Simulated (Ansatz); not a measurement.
# SbS2: the cost of one run

Computed with Ansatz 0.2.0 (DFT PBE, scalar-relativistic, plane waves, PAW, unless a step's input says otherwise).

4 further runs of the same task are left out: 4 set aside as unsound or not needed.

### 1 Starting point

The structure is hexagonal, space group P6_3/mmc (No. 194). Conventional cell: a = 3.188 Å, b = 3.188 Å, c = 14.871 Å, α = 90.00°, β = 90.00°, γ = 120.00°. W (site symmetry -6m2) is surrounded by 6 S at 2.42 Å. S (site symmetry 3m) has 3 W at 2.42 Å as nearest neighbours.

As a file:

```cif
data_structure
_symmetry_space_group_name_H-M 'P6_3/mmc'
_symmetry_Int_Tables_number 194
_cell_length_a 3.1878
_cell_length_b 3.1878
_cell_length_c 14.8713
_cell_angle_alpha 90.000
_cell_angle_beta 90.000
_cell_angle_gamma 120.000
_cell_volume 130.87
loop_
_atom_site_label
_atom_site_type_symbol
_atom_site_symmetry_multiplicity
_atom_site_Wyckoff_symbol
_atom_site_fract_x
_atom_site_fract_y
_atom_site_fract_z
_atom_site_occupancy
W1 W 2 c 0.33333 0.66667 0.25000 1
S1 S 4 f 0.33333 0.66667 0.64435 1
```

It goes back to an entry of the Materials Project.

This cell was relaxed beforehand with the same method: volume 21.81 Å³/atom, gap on the mesh 1.63 eV.

### 2 W → Sb: the starting cell

The start of SbS2: fractional positions of relaxed WS2, cell scaled by 0.959, a guess from tabulated radii.

### 3 A first look at the start (SbS2)

The input, input.yaml:

```yaml
crystal:
  lattice:
    - [3.0558662953, 0.0, 0.0]
    - [-1.5279331476, 2.6464578423, 0.0]
    - [0.0, 0.0, 14.2559181149]
  atoms:
    - { symbol: Sb, position: [0.3333333333, 0.6666666667, 0.25] }
    - { symbol: Sb, position: [0.6666666667, 0.3333333333, 0.75] }
    - { symbol: S, position: [0.3333333333, 0.6666666667, 0.644354158] }
    - { symbol: S, position: [0.6666666667, 0.3333333333, 0.144354158] }
    - { symbol: S, position: [0.3333333333, 0.6666666667, 0.855645842] }
    - { symbol: S, position: [0.6666666667, 0.3333333333, 0.355645842] }
basis:
  ecutwfc: 420
kpoints:
  mp_grid: { grid: [6, 6, 2] }
hamiltonian:
  xc: pbe
scf:
  occupations: { method: gaussian, width: 0.1 }
output:
  forces: true
  stress: true
  eigenvalues: true
```

The run is started by

```console
$ ansatz run input.yaml --threads 1 --pin off --max-ram 2560MiB --backend cpu --events-out ev --progress --plain --runs-dir out
```

**Question.** How long does this run take on 1 thread of AMD EPYC (Zen 3), shared host, and how much memory does it need?

About 8 s, with a peak of 0.4 GiB.
